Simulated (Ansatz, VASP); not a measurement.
Two plane-wave programs on Ge

```
Ge
1.0
     2.88013    0.00000    0.00000
    -1.44007    2.49427    0.00000
     0.00000    0.00000    2.69912
Ge
1
Direct
  0.00000 0.00000 0.00000
```

Alike in both runs: functional PBE; k mesh 17 × 17 × 15; occupations fermi-dirac, width 0.1 eV; no spin polarisation.

Ansatz relaxed the structure, and its values are those at the end. VASP's run is a single point on that final structure, the one shown.

|  | VASP | Ansatz |
| --- | --- | --- |
| version | VASP 6.6.1 | Ansatz 0.2.0 |
| potentials or method | VASP PAW PBE potentials, release 64 (Ge_d) | PAW with Ansatz's default frozen-core files, scalar-relativistic |
| plane-wave cutoff (eV) | 520 | 420 |
| valence electrons in the cell | 14 | 14 |

VASP gave:

```
pressure (GPa) : -0.2
```

**Question.** Estimate Ansatz's values.

**Answer.** Pressure (GPa): 0.0.
